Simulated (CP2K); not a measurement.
# Al: equation of state with r2SCAN

**Measured values to compare with.**

From “The interpretation of polycrystalline coherent inelastic neutron scattering from aluminium”, 2013, pmc:3831299, for a bulk crystal of Al: bulk modulus 76.9 GPa.

Al:

```
Al
1.0
     2.86351    0.00000    0.00000
     1.43175    2.47987    0.00000
     1.43175    0.82662    2.33804
Al
1
Direct
  0.00000 0.00000 0.00000
```

| Quantity | Value |
| --- | --- |
| Program | CP2K 2026.2 |
| Task | equation of state |
| Functional | r2SCAN |
| Potentials or basis | POTENTIAL_UZH Al GTH-SCAN-q3; TZVP-MOLOPT-SCAN-GTH basis |
| Density cutoff | 9184 eV |
| k mesh | 11 × 11 × 11 |
| Occupations | fermi-dirac, width 0.01 eV |
| Spin | no spin polarisation |

The equilibrium volume is 15.84 Å³/atom and the bulk modulus is 87 GPa. The pressure derivative of the bulk modulus is 4.4 (rough: it moves with the points fitted).

Energy against volume, from the lowest point:
| volume (Å³/atom) | energy (meV/atom) |
| --- | --- |
| 15.607 | 0.91 |
| 15.939 | 0.00 |
| 16.271 | 2.87 |
| 16.603 | 9.00 |
| 16.935 | 17.97 |
| 17.267 | 29.55 |
| 17.599 | 43.60 |

All runs of the series together: 4.6 min on 1 thread of Arm Neoverse V1, on a shared host.

A measured bulk modulus of Al is 76.9 GPa (quoted in “The interpretation of polycrystalline coherent inelastic neutron scattering from aluminium”, 2013, pmc:3831299); the calculated 87 GPa misses it by +13.0 %. The fit is for a static lattice scaled at fixed shape and fixed fractional positions.

Caveat: the basis of atomic orbitals isn't converged, which shifts pressures, moduli and gaps.
